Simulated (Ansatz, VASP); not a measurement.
# Two plane-wave programs on ZnS

```
CELL_PARAMETERS angstrom
0.00000 2.19430 2.19430
2.19430 0.00000 2.19430
2.19430 2.19430 0.00000
ATOMIC_POSITIONS crystal
Zn 0.00000 0.00000 0.00000
S 0.25000 0.25000 0.25000
```

Change from the starting cell: volume scaled by 0.55, PAW files.

Alike in both runs: task single point; functional PBEsol; k mesh 14 × 14 × 14; occupations fermi-dirac, width 0.1 eV; no spin polarisation.

```csv
,VASP,Ansatz
version,VASP 6.6.1,Ansatz 0.2.0
potentials or method,"VASP PAW PBE potentials, release 64 (Zn, S)","PAW with Ansatz's default frozen-core files, scalar-relativistic"
plane-wave cutoff (eV),520,420
valence electrons in the cell,18,18
```

```tsv
	VASP	Ansatz	Ansatz less VASP
pressure (GPa)	178.6	177.0	-1.58
```

Caveats: the cell as given lies far from equilibrium; so large a pressure means that the cell lies far from this level's equilibrium, or that cutoff or potentials fall short (VASP); the potentials were made for another functional, which shifts forces and pressure (VASP). A k mesh can miss the band edges.
